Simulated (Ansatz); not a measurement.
Runs of Ansatz 0.2.0 on SrO. Symmetry: Fm-3m, No. 225, cubic system. Conventional cell: a = 5.133 Å, b = 5.133 Å, c = 5.133 Å, α = 90.00°, β = 90.00°, γ = 90.00°. Around Sr (site symmetry m-3m) lie 6 O at 2.57 Å. O (site symmetry m-3m) has 6 Sr at 2.57 Å as nearest neighbours. 

```csv
level,k mesh,cutoff (eV),gap on the mesh (eV),pressure (GPa)
PBE,9 × 9 × 9,420,3.37,3.3
LDA,9 × 9 × 9,420,(d),-3.8
PBEsol,9 × 9 × 9,420,3.26,-0.6
revPBE,9 × 9 × 9,420,(a),5.6
RPBE,9 × 9 × 9,420,3.49,6.4
r2SCAN,9 × 9 × 9,500,(b),1.5
r2SCAN,7 × 7 × 7,500,(c),1.5
BLYP,9 × 9 × 9,420,3.51,6.2
```

Alike in all rows: task band structure; potentials or basis Ansatz PAW; no spin polarisation; cell as given; smearing fermi-dirac 0.05 eV.

Problem. Fill in the values left out.

Solution. (a) 3.46; (b) 3.85; (c) 3.89; (d) 3.21.

Caveats: the k mesh misses the band edges, so the gap on the mesh is wider than the one along the path; the PAW data sets come from PBE, with cores solved anew for the run's functional, which leaves a small shift of forces and pressure (some runs).

A k mesh can miss the band edges, and the runs leave out spin-orbit coupling on Sr.
